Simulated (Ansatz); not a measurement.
Two Ansatz runs on Cs

The cell is a measured one (Crystallography Open Database entry 9011010); the temperature and pressure of the measurement aren't taken into account, and nothing was relaxed.

First run: DFT, PBEsol, all-electron LAPW, scalar-relativistic (Ansatz 0.2.0).

Command: `ansatz run input.yaml --threads 1 --pin off --max-ram 2048MiB --backend cpu --events-out ev --progress --plain --runs-dir out` The run took 3.5 s on 1 thread of Arm Neoverse V1, on a shared host, peak memory 0.2 GiB.

```yaml
crystal:
  lattice:
    - [-3.0225, 3.0225, 3.0225]
    - [3.0225, -3.0225, 3.0225]
    - [3.0225, 3.0225, -3.0225]
  atoms:
    - { symbol: Cs, position: [0.0, 0.0, 0.0] }
kpoints:
  mp_grid: { grid: [9, 9, 9] }
  band_path:
    path:
      - [0.0, 0.0, 0.0]
      - [0.5, -0.5, 0.5]
      - [0.0, 0.0, 0.5]
      - [0.0, 0.0, 0.0]
      - [0.25, 0.25, 0.25]
      - [0.5, -0.5, 0.5]
      - [0.25, 0.25, 0.25]
      - [0.0, 0.0, 0.5]
    npoints: 5
scf:
  occupations: { method: fermi_dirac, width: 0.05 }
hamiltonian:
  xc: pbesol
  pseudopotentials: { kind: all_electron, lapw: { basis_error: 0.001 } }
output:
  forces: true
  stress: true
  eigenvalues: true
```

Result: converged; pressure -0.04 GPa; 7 SCF iterations.

Spin–orbit coupling is left out, though it moves levels of the heavy atoms by tenths of an eV or more.

The input is then changed:

```diff
@@ -20,7 +20,8 @@
     npoints: 5
 scf:
-  occupations: { method: fermi_dirac, width: 0.05 }
+  occupations: { method: tetrahedron_uncorrected }
+  lower_state_search: full
 hamiltonian:
-  xc: pbesol
+  xc: revpbe
   pseudopotentials: { kind: all_electron, lapw: { basis_error: 0.001 } }
 output:
```

Q: Predict the outcome of the changed run.

A: It converged; pressure 0.34 GPa; 9 SCF iterations.

The results part of its log:

```
SCF 2 converged in 2 iterations: F = -211892.396550 eV  dr2 = 1.76e-8
an SCF from the run's close, with 47 of the crystal's symmetry operations given up (365 k-points in place of 35), reached no lower state that the run goes on to. This is no proof of a minimum
SCF converged after 7 iterations
Free energy (F): -211892.396550 eV
Harris-Foulkes:  -211892.396550 eV  (|F-HF|=8.18e-8)
Internal energy: -211892.396550 eV  (E = F + TS)
E sigma→0 (E₀):  -211892.396550 eV
Fermi energy:    3.667319 eV
--- Per-component energies (eV) ---
  E_band       = -756.657644
  E_kinetic    = 225260.197990
  E_xc         = -5246.937558
  E_electrostatic = -431905.656982  (all electrons and nuclei)
  E_smearing   = -0.000000  (= −TS)
  E_closure    = 0.000000  (closes the sum)
  E_atoms      = -211891.706795  (free atoms, spherical and without spin; not in F)
  Σ components = -211892.396550   (vs F -211892.396550, Δ=0.00e0)
  Basis errors (estimates in eV, not in F): energy 2.3e-4 per atom: plane waves 2.3e-4 (1.2e-4 summed), levels above the bands 0.0e0, relativity 6.3e-9, radial functions 6.7e-6, core shells 3.5e-9; eigenvalues (radial functions only) 1.3e-6; not estimated: angular momenta, meshes, grids; target (lapw.basis_error) 1.0e-3; muffin-tin radii Cs 2.618 Å
--- Forces (eV/Å), atoms counted from 1 ---
  atom   1  Cs    -0.00000000    -0.00000000    -0.00000000
  max |Σ_I F_I| component: 8.99e-33 eV/Å
--- Stress (GPa, compression-positive) ---
        0.340591       0.000000       0.000000
        0.000000       0.340591      -0.000000
        0.000000      -0.000000       0.340591
  P = ⅓ Tr σ = 0.3406 GPa (3.406 kbar)
--- Band table (eV; the first three rows and the last of 35) ---
  k-point 0: bands = ["-67.7023", "-67.7023", "-67.7023", "-67.7023", "-67.7023", "-20.2297", "-6.9820", "-6.9820", "-6.9820", "1.9428", "6.1989", "6.1989", "6.1989", "7.0602"]
  k-point 1: bands = ["-67.7023", "-67.7023", "-67.7023", "-67.7023", "-67.7023", "-20.2288", "-7.0007", "-6.9880", "-6.9821", "2.0836", "6.0448", "6.0452", "6.3391", "6.8595"]
  k-point 2: bands = ["-67.7023", "-67.7023", "-67.7023", "-67.7023", "-67.7023", "-20.2264", "-7.0471", "-7.0031", "-6.9822", "2.4796", "5.5326", "5.7397", "6.7523", "6.8768"]
  k-point 34: bands = ["-67.7023", "-67.7023", "-67.7023", "-67.7023", "-67.7023", "-20.2158", "-7.0905", "-7.0873", "-7.0873", "4.2490", "4.2978", "6.5492", "6.6180", "6.6180"]
```
